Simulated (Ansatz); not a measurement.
# BN: the cost of one run

Computed with Ansatz 0.2.0 (DFT PBE, scalar-relativistic, plane waves, PAW, unless a step's input says otherwise).

3 further runs of the same task are left out: 2 that didn't finish, 1 set aside as unsound or not needed. Runs told in other sessions of the task aren't counted.

### Step 1. The structure to begin with

It takes space group P6_3/mmc (No. 194, hexagonal). Conventional cell: a = 2.512 Å, b = 2.512 Å, c = 8.387 Å, α = 90.00°, β = 90.00°, γ = 120.00°. B (site symmetry -6m2) has 3 N at 1.45 Å in its first shell of neighbours. N (site symmetry -6m2) is surrounded by 3 B at 1.45 Å.

As a file:

```cif
data_structure
_symmetry_space_group_name_H-M 'P 1'
_symmetry_Int_Tables_number 1
_cell_length_a 2.5122
_cell_length_b 2.5122
_cell_length_c 8.3870
_cell_angle_alpha 90.000
_cell_angle_beta 90.000
_cell_angle_gamma 120.000
_cell_volume 45.84
loop_
_atom_site_label
_atom_site_type_symbol
_atom_site_fract_x
_atom_site_fract_y
_atom_site_fract_z
_atom_site_occupancy
B1 B 0.33333 0.66667 0.25000 1
B2 B 0.66667 0.33333 0.75000 1
N1 N 0.33333 0.66667 0.75000 1
N2 N 0.66667 0.33333 0.25000 1
```

This cell comes from an earlier session at PBE: 11.460 Å³/atom at 0.01 GPa, on a 16×16×4 mesh.

Volume factors to run: 0.980, 1.020, 0.960, 1.040.

### Step 2. Volume × 0.980

The input, input.yaml:

```yaml
crystal:
  lattice:
    - [2.4953184065, 0.0, 0.0]
    - [-1.2476592033, 2.1610091305, 0.0]
    - [0.0, 0.0, 8.3307203937]
  atoms:
    - { symbol: B, position: [0.3333333333, 0.6666666667, 0.25] }
    - { symbol: B, position: [0.6666666667, 0.3333333333, 0.75] }
    - { symbol: "N", position: [0.3333333333, 0.6666666667, 0.75] }
    - { symbol: "N", position: [0.6666666667, 0.3333333333, 0.25] }
basis:
  ecutwfc: 420
  ecutrho_ratio: 4
kpoints:
  mp_grid: { grid: [16, 16, 4] }
hamiltonian:
  xc: pbe
scf:
  occupations: { method: gaussian, width: 0.05 }
output:
  forces: true
  stress: true
  eigenvalues: true
relax:
  f_tol: 0.01
  max_steps: 40
  cell: { stress_tol: 0.1, fix: [volume] }
```

Run with:

```console
$ ansatz run input.yaml --threads 4 --pin off --max-ram 7168MiB --backend cpu --events-out ev --progress --plain --runs-dir out
```

Q: Estimate wall time and peak memory on 4 threads of Arm Neoverse V2, shared host.

About 2.8 s, with a peak of 0.35 GiB.
